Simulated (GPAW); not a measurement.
Runs of GPAW 26.7.0 on WC. Symmetry: Fm-3m, No. 225, cubic system. The conventional cell has a = 4.385 Å, b = 4.385 Å, c = 4.385 Å, α = 90.00°, β = 90.00°, γ = 90.00°. W (site symmetry m-3m) is surrounded by 6 C at 2.19 Å. C (site symmetry m-3m) has 6 W at 2.19 Å as nearest neighbours. Measurements of this composition are mostly on another form, of space group No. 187.

```tsv
task	level	potentials or basis	U	cell	k mesh	cutoff (eV)	maxiter	band path	band points	kernel	eta	other keys	gap on the mesh (eV)	pressure (GPa)	V0 of scaled cells (Å³/atom)	B0 (GPa)
equation of state	PBEsol	PAW data sets generated in the run's folder for this functional, pw	-	as given	10 × 10 × 10	800	150	-	-	-	-	-	-	-	10.24	(a)
equation of state	LDA	the program's PAW data sets (release 1.2.1) made for this functional, pw	-	as given	10 × 10 × 10	800	150	-	-	-	-	-	-	-	10.05	(b)
band structure	LDA	the program's PAW data sets (release 1.2.1) made for this functional, pw	-	as given	10 × 10 × 10	800	150	GXWKGLUWLK,UX	100	-	-	-	-	-17.9	-	-
energy-loss spectrum	LDA+U	the program's PAW data sets (release 1.2.1) made for this functional, other valence, pw	W d U = 6.2 eV	as given	8 × 8 × 8	550	50	-	-	ALDA	0.02 eV	several, not listed	none	-	-	-
single point	PBEsol	PAW data sets generated in the run's folder for this functional, pw	-	atoms moved at random, drawn with an rms of 0.05 Å	10 × 10 × 10	800	150	-	-	-	-	-	none	-8.9	-	-
```

Alike in all rows: no spin polarisation; smearing fermi-dirac 0.05 eV.

Q: Fill in the values left out.

A: (a) 391; (b) 407.

Caveats: spin-orbit coupling is left out, which moves the levels of the heavy elements (some runs); the highest transitions drop out of the frequency grid (some runs); response on these states lacks terms of the Hamiltonian (some runs); U without spin polarisation on a metal has little footing (some runs); the U is typed as a test and isn't derived for this compound (some runs).

A k mesh can miss the band edges, and the runs leave out spin-orbit coupling on W.

A gap of «none» marks a metal or a gap under the smearing width.

The runs don't all hold the same shells in valence.

Runs at the PBE level aren't shown here.
